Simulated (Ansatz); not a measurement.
# PbS (R3m) in Ansatz: notebook

Runs on PbS. Level: PBEsol. Tasks: single point, equation of state.

Program: Ansatz 0.2.0. These are calculated values, not measurements. Logs are shortened: lines on timing, memory, paths and dates and some standing lists are left out, and cuts for length are marked.

**1. The crystal as given**

It takes space group R3m (No. 160, trigonal). Conventional cell: a = 4.225 Å, b = 4.225 Å, c = 10.356 Å, α = 90.00°, β = 90.00°, γ = 120.00°. Pb (site symmetry 3m) is surrounded by 6 S at 2.96 to 3.02 Å. S (site symmetry 3m) has 6 Pb at 2.96 to 3.02 Å as nearest neighbours.

The cell is a database's computed one.

**2. Single point, PBEsol, 25.08 Å³/atom (volume scaled by 0.94)**

Input file input.yaml:

```yaml
crystal:
  lattice:
    - [2.0695340594, 1.1948460463, 3.3814492087]
    - [-2.0695340594, 1.1948460463, 3.3814492087]
    - [0.0, -2.3896920926, 3.3814492087]
  atoms:
    - { symbol: Pb, position: [0.98056578, 0.98056578, 0.98056578] }
    - { symbol: S, position: [0.47503555, 0.47503555, 0.47503555] }
hamiltonian:
  xc: pbesol
  pseudopotentials: { kind: paw }
kpoints:
  mp_grid: { grid: [8, 8, 8] }
scf:
  occupations: { method: fermi_dirac, width: 0.05 }
output:
  forces: true
  stress: true
  eigenvalues: true
```

Potentials or basis: Ansatz PAW.

Command:

```console
$ ansatz run input.yaml --threads 2 --pin off --max-ram 5632MiB --backend cpu --events-out ev --progress --plain --runs-dir out
```

The program printed:

```text
Warning: RAYON_NUM_THREADS=2 ignored (pool sized by the plan → 2); use --threads N
Engine: ansatz 0.2.0, aarch64-unknown-linux-gnu
Pseudopotentials: kind: paw
Pseudopotential: Pb, paw, valence charge 14, recommended cutoff 420 eV (normal), Pb.paw.azcp
Pseudopotential: S, paw, valence charge 6, recommended cutoff 420 eV (normal), S.paw.azcp
Functional definition: PBEsol
  exchange = pbesol_x
  correlation = pbesol_c
Crystal: 2 atoms, lattice volume = 50.169 Å³
Basis set: ecut = 420 eV, 941 PW (Γ), exchange–correlation on 60×60×60 points (8 copies of the dense FFT grid, shifted against one another)
Bands: 14, of which v1, the nominal top of the filled ones, is band 10 counted from 1 (9 counted from 0)
Symmetry: 6 space group operations
Space group: R3m (ITA 160), of the structure as read, at distance tolerance 3.7e-5 Å
k-points: 65 of 512 (time reversal used)
Non-local potential: Pb, projectors of the file, l = 0: 2, l = 1: 2, l = 2: 2, l = 3: 2
Non-local potential: S, projectors of the file, l = 0: 2, l = 1: 2, l = 2: 2
PAW form: soft (Blöchl's): semilocal exchange-correlation on the pseudo side does not see the compensation charge
PAW frozen core: Pb, regenerated for the run's functional, and the local potential with it (the file was generated under x = pbe(κ = 0.804, μ = 0.2195149727645171), c = pbe(β = 0.06672455060314922))
PAW frozen core: S, regenerated for the run's functional, and the local potential with it (the file was generated under x = pbe(κ = 0.804, μ = 0.2195149727645171), c = pbe(β = 0.06672455060314922))
PAW one-centre angular grid: Pb, 590 points (default); XC on 64 Gauss nodes
PAW one-centre angular grid: S, 110 points (default); XC on 64 Gauss nodes
Initial density: superposition of atomic densities (neutral atoms: chi_scale 0, normalization atom), corrected by the library's trained network
Initial wavefunctions: pseudopotential atomic-orbital guess
Functional: x = pbesol(κ = 0.804, μ = 0.12345679012345678), c = pbesol(β = 0.046)
SCF iter   1: F=—  HF=-12640.926317 eV  |F-HF|=—  |Δ(HF+E_count)|=         —  Δρ=4.50e-3  dr2=1.92e-2  ethr=1.77e-3  ⟨swp⟩=6.2  Hψ=5474  notcnv=0
preconditioner: auto → Kerker (q_TF=auto, 2.341 Å⁻¹)  [metal: Δε(μ)=0.105 eV  Ē_g=15.474 eV  σ=0.050 eV  W_gap=0.48  n_scr=14 (ndim 8)  ℏωp=23.4 eV  f_vac=0.000  D(μ)=0.10/eV (n_scr^D=0)]
SCF iter   2: F=—  HF=-12640.920302 eV  |F-HF|=—  |Δ(HF+E_count)|=   6.01e-3  Δρ=2.02e-3  dr2=3.71e-3  ethr=9.60e-5  ⟨swp⟩=1.7  Hψ=1559  notcnv=0
preconditioner: auto → none  [insulator: Δε(μ)=0.124 eV  Ē_g=15.477 eV  σ=0.050 eV  W_gap=0.55  n_scr=14 (ndim 8)  ℏωp=23.4 eV  f_vac=0.000  D(μ)=0.09/eV (n_scr^D=0)  ε∞_Penn≈3.3]
SCF iter   3: F=—  HF=-12640.919353 eV  |F-HF|=—  |Δ(HF+E_count)|=   9.49e-4  Δρ=4.65e-4  dr2=1.09e-4  ethr=1.85e-5  ⟨swp⟩=2.5  Hψ=1425  notcnv=0
SCF iter   4: F=—  HF=-12640.919309 eV  |F-HF|=—  |Δ(HF+E_count)|=   4.37e-5  Δρ=1.28e-4  dr2=8.18e-6  ethr=5.43e-7  ⟨swp⟩=2.0  Hψ=1497  notcnv=0
SCF iter   5: F=—  HF=-12640.919315 eV  |F-HF|=—  |Δ(HF+E_count)|=   5.84e-6  Δρ=3.86e-5  dr2=9.54e-7  ethr=4.09e-8  ⟨swp⟩=2.8  Hψ=1539  notcnv=0
SCF iter   6: F=-12640.919314 eV  HF=-12640.919314 eV  |F-HF|=8.81e-8  |Δ(HF+E_count)|=   3.83e-7  Δρ=1.31e-5  dr2=9.84e-8  ethr=5.00e-10  ⟨swp⟩=4.3  Hψ=4826  notcnv=0
SCF 1 converged in 6 iterations: F = -12640.919314 eV  dr2 = 9.84e-8
SCF converged after 6 iterations
Free energy (F): -12640.919314 eV
Harris-Foulkes:  -12640.919314 eV  (|F-HF|=8.81e-8)
Internal energy: -12640.918655 eV  (E = F + TS)
E sigma→0 (E₀):  -12640.918984 eV
Entropy (-TS):   -0.000660 eV (-0.330 meV/atom)
Fermi energy:    9.042767 eV
--- Per-component energies (eV) ---
  E_band       = -47.513257
  E_kinetic    = 394.396715
  E_local      = -1194.043670  (includes V_loc(G=0)·N_el)
  E_nonlocal   = 380.893621
  E_hartree    = 464.337955
  E_xc         = -316.005245
  E_vxc        = -221.045973  (∫ρ·V_xc dr)
  E_paw        = -10837.555052  (= ΣΔE_a)
  E_vpaw       = -336.402054  (= ΣTr[D̂ρ^β])
  E_aug_tail   = 0.000049  (compensation charges beyond the density's cutoff)
  E_ewald      = -1533.067094
  E_core_change = 0.124066  (= ΣΔE_core)
  E_smearing   = -0.000660  (= −TS)
  E_closure    = -0.000000  (closes the sum)
  Σ components = -12640.919314   (vs F -12640.919314, Δ=0.00e0)
--- Forces (eV/Å), atoms counted from 1 ---
  atom   1  Pb    -0.00000000    -0.00000000    -0.04011223
  atom   2  S      0.00000000     0.00000000     0.04008499
  max |Σ_I F_I| component: 2.72e-5 eV/Å
--- Stress (GPa, compression-positive) ---
        1.547446       0.000000       0.000000
        0.000000       1.547446       0.000000
        0.000000       0.000000       1.550943
  P = ⅓ Tr σ = 1.5486 GPa (15.486 kbar)
--- Band table (eV; the first three rows and the last of 65) ---
  k-point 0: bands = ["-7.8854", "-7.8851", "-7.8851", "-7.8749", "-7.8749", "-5.0317", "2.9670", "6.5668", "6.5668", "6.5706", "14.1752", "14.2096", "14.2096", "15.4558"]
  k-point 1: bands = ["-7.8850", "-7.8838", "-7.8838", "-7.8736", "-7.8736", "-4.8882", "2.4411", "6.6114", "6.6144", "6.9667", "12.8654", "13.3526", "13.3558", "15.4066"]
  k-point 2: bands = ["-7.8964", "-7.8956", "-7.8834", "-7.8560", "-7.8558", "-4.4867", "1.3527", "6.7382", "6.7415", "7.6993", "11.1924", "12.0705", "12.0721", "15.5948"]
  k-point 64: bands = ["-7.9141", "-7.9141", "-7.8835", "-7.8288", "-7.8288", "-3.6712", "-0.1797", "6.9937", "6.9937", "8.8920", "9.1941", "10.7457", "10.7457", "17.4620"]
```

Wall time 3.5 s (2 threads of Arm Neoverse V1, shared host); peak memory 0.35 GiB.

What came out:

- Free energy: -12640.9193 eV
- Pressure: 1.5 GPa
- Largest force: 0.040 eV/Å
- Band gap on the k mesh: 0.14 eV, direct

Caveat: spin-orbit coupling is left out, which as a rule narrows the gap of such compounds by several tenths of an eV; the PAW data sets come from PBE, with cores solved anew for the run's functional, which leaves a small shift of forces and pressure.

**3. Single point, PBEsol, 25.62 Å³/atom (volume scaled by 0.96)**

input.yaml: that of step 2 with these lines changed.

```diff
@@ -2,5 +2,5 @@
   lattice:
-    - [2.0695340594, 1.1948460463, 3.3814492087]
-    - [-2.0695340594, 1.1948460463, 3.3814492087]
-    - [0.0, -2.3896920926, 3.3814492087]
+    - [2.0841087231, 1.2032607323, 3.4052630159]
+    - [-2.0841087231, 1.2032607323, 3.4052630159]
+    - [0.0, -2.4065214646, 3.4052630159]
   atoms:
```

Potentials or basis: Ansatz PAW.

Command:

```console
$ ansatz run input.yaml --threads 2 --pin off --max-ram 5632MiB --backend cpu --events-out ev --progress --plain --runs-dir out
```

Wall time 3.7 s (2 threads of Arm Neoverse V1, shared host); peak memory 0.35 GiB.

Results (log left out):

```
Free energy            : -12640.9252 eV
Pressure               : 0.2 GPa
Largest force          : 0.028 eV/Å
Band gap on the k mesh : 0.21 eV, direct
```

Caveat: spin-orbit coupling is left out, which as a rule narrows the gap of such compounds by several tenths of an eV; the PAW data sets come from PBE, with cores solved anew for the run's functional, which leaves a small shift of forces and pressure.

**4. Single point, PBEsol, 26.15 Å³/atom (volume scaled by 0.98)**

input.yaml: that of step 3 with these lines changed.

```diff
@@ -2,5 +2,5 @@
   lattice:
-    - [2.0841087231, 1.2032607323, 3.4052630159]
-    - [-2.0841087231, 1.2032607323, 3.4052630159]
-    - [0.0, -2.4065214646, 3.4052630159]
+    - [2.0984823409, 1.2115593444, 3.4287483306]
+    - [-2.0984823409, 1.2115593444, 3.4287483306]
+    - [0.0, -2.4231186889, 3.4287483306]
   atoms:
```

Command:

```console
$ ansatz run input.yaml --threads 2 --pin off --max-ram 5632MiB --backend cpu --events-out ev --progress --plain --runs-dir out
```

Wall time 3.9 s (2 threads of Arm Neoverse V1, shared host); peak memory 0.35 GiB.

The run converged. Its results:

- Free energy: -12640.9227 eV
- Pressure: -1.0 GPa
- Largest force: 0.017 eV/Å
- Band gap on the k mesh: 0.28 eV, direct

Caveat: spin-orbit coupling is left out, which as a rule narrows the gap of such compounds by several tenths of an eV; the PAW data sets come from PBE, with cores solved anew for the run's functional, which leaves a small shift of forces and pressure.

**5. Single point, PBEsol, 26.69 Å³/atom**

input.yaml: that of step 4 with these lines changed.

```diff
@@ -2,5 +2,5 @@
   lattice:
-    - [2.0984823409, 1.2115593444, 3.4287483306]
-    - [-2.0984823409, 1.2115593444, 3.4287483306]
-    - [0.0, -2.4231186889, 3.4287483306]
+    - [2.1126617058, 1.2197458045, 3.4519162518]
+    - [-2.1126617058, 1.2197458045, 3.4519162518]
+    - [0.0, -2.4394916091, 3.4519162518]
   atoms:
```

Command:

```console
$ ansatz run input.yaml --threads 2 --pin off --max-ram 5632MiB --backend cpu --events-out ev --progress --plain --runs-dir out
```

Run time: 4 s. Hardware: 2 threads of Arm Neoverse V1, shared host; peak memory 0.36 GiB.

The run converged. Its results:

| Property | Result |
| --- | --- |
| Free energy | -12640.9126 eV |
| Pressure | -2.0 GPa |
| Largest force | 0.007 eV/Å |
| Band gap on the k mesh | 0.35 eV, direct |

Caveat: spin-orbit coupling is left out, which as a rule narrows the gap of such compounds by several tenths of an eV; the PAW data sets come from PBE, with cores solved anew for the run's functional, which leaves a small shift of forces and pressure.

**6. Single point, PBEsol, 27.22 Å³/atom (volume scaled by 1.02)**

input.yaml: that of step 5 with these lines changed.

```diff
@@ -2,5 +2,5 @@
   lattice:
-    - [2.1126617058, 1.2197458045, 3.4519162518]
-    - [-2.1126617058, 1.2197458045, 3.4519162518]
-    - [0.0, -2.4394916091, 3.4519162518]
+    - [2.1266532507, 1.2278238267, 3.4747772906]
+    - [-2.1266532507, 1.2278238267, 3.4747772906]
+    - [0.0, -2.4556476535, 3.4747772906]
   atoms:
```

Potentials or basis: Ansatz PAW.

Command:

```console
$ ansatz run input.yaml --threads 2 --pin off --max-ram 5632MiB --backend cpu --events-out ev --progress --plain --runs-dir out
```

Run time: 3.3 s. Hardware: 2 threads of Arm Neoverse V1, shared host; peak memory 0.36 GiB.

It converged, with:

| Item | Value |
| --- | --- |
| Free energy | -12640.8958 eV |
| Pressure | -3.0 GPa |
| Largest force | 0.003 eV/Å |
| Band gap on the k mesh | 0.41 eV, direct |

Caveat: spin-orbit coupling is left out, which as a rule narrows the gap of such compounds by several tenths of an eV; the PAW data sets come from PBE, with cores solved anew for the run's functional, which leaves a small shift of forces and pressure.

**7. Single point, PBEsol, 27.75 Å³/atom (volume scaled by 1.04)**

input.yaml: that of step 6 with these lines changed.

```diff
@@ -2,5 +2,5 @@
   lattice:
-    - [2.1266532507, 1.2278238267, 3.4747772906]
-    - [-2.1266532507, 1.2278238267, 3.4747772906]
-    - [0.0, -2.4556476535, 3.4747772906]
+    - [2.1404630743, 1.2357969321, 3.4973414117]
+    - [-2.1404630743, 1.2357969321, 3.4973414117]
+    - [0.0, -2.4715938643, 3.4973414117]
   atoms:
```

Command:

```console
$ ansatz run input.yaml --threads 2 --pin off --max-ram 5632MiB --backend cpu --events-out ev --progress --plain --runs-dir out
```

Run time: 3.3 s. Hardware: 2 threads of Arm Neoverse V1, shared host; peak memory 0.36 GiB.

The run converged. Its results:

```
Free energy            : -12640.8730 eV
Pressure               : -3.9 GPa
Largest force          : 0.013 eV/Å
Band gap on the k mesh : 0.47 eV, direct
```

Caveat: spin-orbit coupling is left out, which as a rule narrows the gap of such compounds by several tenths of an eV; the PAW data sets come from PBE, with cores solved anew for the run's functional, which leaves a small shift of forces and pressure.

**8. Single point, PBEsol, 28.29 Å³/atom (volume scaled by 1.06)**

input.yaml: that of step 7 with these lines changed.

```diff
@@ -2,5 +2,5 @@
   lattice:
-    - [2.1404630743, 1.2357969321, 3.4973414117]
-    - [-2.1404630743, 1.2357969321, 3.4973414117]
-    - [0.0, -2.4715938643, 3.4973414117]
+    - [2.1540969647, 1.2436684624, 3.5196180723]
+    - [-2.1540969647, 1.2436684624, 3.5196180723]
+    - [0.0, -2.4873369248, 3.5196180723]
   atoms:
```

Command:

```console
$ ansatz run input.yaml --threads 2 --pin off --max-ram 5632MiB --backend cpu --events-out ev --progress --plain --runs-dir out
```

Wall time 3.3 s (2 threads of Arm Neoverse V1, shared host); peak memory 0.36 GiB.

It converged, with:

| Property | Result |
| --- | --- |
| Free energy | -12640.8447 eV |
| Pressure | -4.6 GPa |
| Largest force | 0.022 eV/Å |
| Band gap on the k mesh | 0.53 eV, direct |

Caveat: spin-orbit coupling is left out, which as a rule narrows the gap of such compounds by several tenths of an eV; the PAW data sets come from PBE, with cores solved anew for the run's functional, which leaves a small shift of forces and pressure.

**9. Equation of state, PBEsol**

Potentials or basis: Ansatz PAW.

This step only gathers the single runs of the series.

What came out:

```
Equilibrium volume                        : 25.72 Å³/atom
Bulk modulus at fixed shape and positions : 59 GPa
Pressure derivative of the bulk modulus   : 4.2
```

Energy against volume, from the lowest point:
```csv
volume (Å³/atom),energy (meV/atom)
25.085,2.92
25.618,0.00
26.152,1.25
26.686,6.26
27.220,14.67
27.753,26.10
28.287,40.25
```

Caveat: the cell was scaled at fixed shape and fractional positions, which overstates the stiffness of a crystal with free parameters, most of all of layers and chains. The run has no spin-orbit coupling, so splittings on Pb are missing.
